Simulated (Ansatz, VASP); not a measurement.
## Two plane-wave programs on As

INCAR

```
SYSTEM = As
PREC = Accurate
ENCUT = 520
EDIFF = 1E-8
ISMEAR = -1
SIGMA = 0.05
LREAL = .False.
LASPH = .True.
NELM = 80
ALGO = Normal
ISIF = 2
LWAVE = .False.
LCHARG = .False.
GGA = CA
LEFG = .True.
NBANDS = 12
```

Contents of KPOINTS:

```
Automatic mesh
0
Gamma
  13 13 13
  0 0 0
```

Contents of POSCAR:

```
As
1.0
    1.8797494575      1.0852738553      3.5206277000
   -1.8797494575      1.0852738553      3.5206277000
    0.0000000000     -2.1705477106      3.5206277000
As
2
Direct
    0.2275400000      0.2275400000      0.2275400000
    0.7724600000      0.7724600000      0.7724600000
```

Input for Ansatz:

```yaml
crystal:
  lattice:
    - [1.8797494575, 1.0852738553, 3.5206277]
    - [-1.8797494575, 1.0852738553, 3.5206277]
    - [0.0, -2.1705477106, 3.5206277]
  atoms:
    - { symbol: As, position: [0.22754, 0.22754, 0.22754] }
    - { symbol: As, position: [0.77246, 0.77246, 0.77246] }
kpoints:
  mp_grid: { grid: [13, 13, 13] }
scf:
  occupations: { method: fermi_dirac, width: 0.05 }
hamiltonian:
  xc: lda
  pseudopotentials: { kind: paw }
output:
  forces: true
  stress: true
  eigenvalues: true
  efg: { contact_densities: true }
  write_density: true
  write_potential: true
  elf: true
  volumetric_format: npy
```

Change from the starting cell: zz strain of +1 %, PAW files.

Alike in both runs: task electric field gradients; functional LDA; k mesh 13 × 13 × 13; occupations fermi-dirac, width 0.05 eV; no spin polarisation.

|  | VASP | Ansatz |
| --- | --- | --- |
| version | VASP 6.6.1 | Ansatz 0.2.0 |
| potentials or method | VASP PAW LDA potentials, release 64 (As) | PAW with Ansatz's default frozen-core files, scalar-relativistic |
| plane-wave cutoff (eV) | 520 | 420 |
| valence electrons in the cell | 10 | 30 |

|  | VASP | Ansatz | Ansatz less VASP |
| --- | --- | --- | --- |
| pressure (GPa) | -1.7 | -2.1 | -0.40 |
| largest component of the traceless stress (GPa) | 0.91 | 0.79 | -0.113 |
| rms of the force components (eV/Å) | 0.024 | 0.015 | -0.0093 |
| Vzz of the field gradient on the site that differs most (V/Å²) | -44.2 | -46.6 | -2.40 |

Atom by atom the forces differ by 0.039 eV/Å (rms over components). The two sets of potentials don't hold the same shells in valence.
